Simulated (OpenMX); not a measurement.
Ga in OpenMX: convergence with ElectronicTemperature

Input of the first run (ElectronicTemperature 3000 K); the others differ in this setting and in those tied to it:

Ga.dat

```
System.CurrrentDirectory             ./
System.Name                          Ga
DATA.PATH                            ./DFT_DATA13
level.of.stdout                      1
level.of.fileout                     1
Species.Number                       1
<Definition.of.Atomic.Species
  Ga  Ga7.0-s2p2d1           Ga_CA13
Definition.of.Atomic.Species>

Atoms.Number                         2
Atoms.SpeciesAndCoordinates.Unit     Ang
<Atoms.SpeciesAndCoordinates
    1  Ga    1.2920495311    2.9594734735    2.4788793946   6.500  6.500
    2  Ga    1.3554818840   -2.9639751005    0.8499644900   6.500  6.500
Atoms.SpeciesAndCoordinates>

Atoms.UnitVectors.Unit               Ang
<Atoms.UnitVectors
     1.3830000000   -4.0265000000    0.0000000000
     1.3830000000    4.0265000000    0.0000000000
    -0.1174474948    0.0000000000    3.3299294416
Atoms.UnitVectors>

scf.XcType                           LDA
scf.SpinPolarization                 off
scf.ElectronicTemperature            3000.0
scf.energycutoff                     500.0
scf.maxIter                          100
scf.EigenvalueSolver                 band
scf.Kgrid                            7 7 7
scf.Mixing.Type                      rmm-diisk
scf.Init.Mixing.Weight               0.05
scf.Min.Mixing.Weight                0.001
scf.Max.Mixing.Weight                0.3
scf.Mixing.History                   25
scf.Mixing.StartPulay                8
scf.criterion                        1.0e-8
scf.stress.tensor                    on
MD.Type                              nomd
```

Potentials or basis: OpenMX 2013 LDA set, Ga7.0-s2p2d1, grid cutoff 500 Ry.

The run is started by

```console
$ openmx Ga.dat -nt 1 > Ga.std
```

The cell isn't the ideal one: atoms moved at random, drawn with an rms of 0.02 Å.

This isn't the form of Ga at room conditions, which is orthorhombic.

Hardware: 1 thread of Arm Neoverse V1, on a shared host.

The values tried are 3000 K, 2000 K, 1200 K, 800 K, 500 K, 300 K, 150 K, 75 K, loosest first. From which on does the largest force stay within 0.005 eV/Å of the tightest run that finished?

From 1200 K on.

| ElectronicTemperature | energy less the tightest run, at zero smearing (meV/atom) | pressure (GPa) | largest force (eV/Å) | SCF cycles | CPU time (s) | peak memory (GiB) |
| --- | --- | --- | --- | --- | --- | --- |
| 3000 K | 1.06 | 0.10 | 0.127 | 16 | 46 | 0.53 |
| 2000 K | 1.03 | -0.09 | 0.129 | 16 | 46 | 0.53 |
| 1200 K | 0.47 | -0.17 | 0.134 | 16 | 46 | 0.53 |
| 800 K | 0.17 | -0.19 | 0.138 | 16 | 46 | 0.53 |
| 500 K | 0.02 | -0.20 | 0.141 | 16 | 45 | 0.53 |
| 300 K | 0.00 | -0.22 | 0.142 | 16 | 45 | 0.53 |
| 150 K | 0.02 | -0.24 | 0.139 | 16 | 44 | 0.53 |
| 75 K | 0.00 | -0.26 | 0.138 | 17 | 45 | 0.53 |

Against the tightest run, the energy stays within 1 meV/atom from 1200 K on; the pressure stays within 0.1 GPa from 1200 K on. The tightest run that finished is the yardstick and may itself not be fully converged.

Caveat, for the tightest run too: the basis of atomic orbitals isn't converged, which shifts pressures, moduli and gaps.
